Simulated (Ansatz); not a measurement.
**SiGe: stationary points along a deformation path**

All numbers below come from DFT r2SCAN, scalar-relativistic, plane waves, PAW in Ansatz 0.2.0. Cutoff 500 eV, Γ-centred 12×12×6 k-points, Gaussian smearing of 0.05 eV. No spin polarisation. Energies are free energies at this smearing, counted from the undisturbed cell; pressure is positive in compression.

Reference structure (relaxed at this level; it needn't be the usual structure):

```xyz
4
Lattice="3.9044 0.0000 0.0000 -1.9522 3.3813 0.0000 0.0000 0.0000 6.4537" Properties=species:S:1:pos:R:3 pbc="T T T"
Si    1.9522    1.1271    5.6435
Si    0.0000    2.2542    2.4167
Ge    1.9522    1.1271    3.2303
Ge    0.0000    2.2542    0.0034
```

At fixed volume and fractional coordinates, lengths along (0.000, 0.000, 1.000) are scaled against those across it; ρ is that ratio over its starting value. V = 21.300 Å³/atom. Δσ is the stress along the axis less the mean stress across it (compression positive).

| ρ | ΔE (meV/atom) | Δσ (GPa) | space group |
| --- | --- | --- | --- |
| 0.800 | 575.5 | 62.62 | P6_3mc |
| 0.850 | 293.2 | 43.18 | P6_3mc |
| 0.920 | 72.5 | 20.23 | P6_3mc |
| 0.960 | 16.9 | 9.43 | P6_3mc |
| 1.000 | 0.0 | 0.07 | P6_3mc |
| 1.050 | 21.6 | -9.83 | P6_3mc |
| 1.100 | 79.6 | -18.10 | P6_3mc |
| 1.200 | 264.8 | -28.30 | P6_3mc |
| 1.300 | 485.8 | -33.74 | P6_3mc |

Question: How does the stress give the slope of the energy, and where is the energy stationary?

Answer: Along the path d ln(length) is 2/3 d ln ρ on the axis and −1/3 d ln ρ across it, so dE/d ln ρ = −(2/3) V Δσ: the energy falls with ρ where Δσ is positive. Δσ vanishes or changes sign between ρ = 1.000 and 1.050, a minimum (near 1.00 by linear interpolation). Pairs of stationary points between two samples would go unseen, and could change a minimum read from distant neighbours into a maximum.

Question: Integrate that slope from ρ = 1 to 1.200 by the trapezoid rule.

Answer: With V/N in Å³ and 1 eV/Å³ = 160.2 GPa the slopes at ρ = 1.000, 1.050, 1.100, 1.200 are -6, 871, 1605, 2508 meV/atom per unit of ln ρ. The steps add 21.1 + 57.6 + 178.9 = 257.6 meV/atom, against 264.8 from the energies; the trapezoid rule misses the curvature of the slope within each step.

Forces appear on the atoms along this scan, and letting them relax would lower the energy and soften the response. The gap closes along the scan, which can put kinks into the curve.

Cost: 9 runs of about 7 core-minutes in all, on Intel Xeon Processor @ 2.50GHz (Skylake/Cascade Lake) (shared hosts).